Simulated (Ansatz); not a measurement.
**Tl and the effect of spin-orbit coupling**

It takes space group P6_3/mmc (No. 194, hexagonal). Conventional cell: a = 3.456 Å, b = 3.456 Å, c = 5.525 Å, α = 90.00°, β = 90.00°, γ = 120.00°. Tl (site symmetry -6m2) is surrounded by 12 Tl at 3.41 to 3.46 Å.

Kept alike: task band structure; functional PBEsol; k mesh 9 × 9 × 5; occupations fermi-dirac, width 0.05 eV. Program: Ansatz, Ansatz PAW, cutoff 420 eV. The mesh is that of the run's cell of 2 atoms.

| spin-orbit coupling | pressure (GPa) |
| --- | --- |
| off | 0.22 |
| on | -0.40 |

Pressure is positive in compression, with a Pulay correction for the finite cutoff. For a metal such a mesh leaves the last digits unconverged. All rows use potentials made for PBE.

The pressure runs from -0.40 (on) to 0.22 GPa (off).
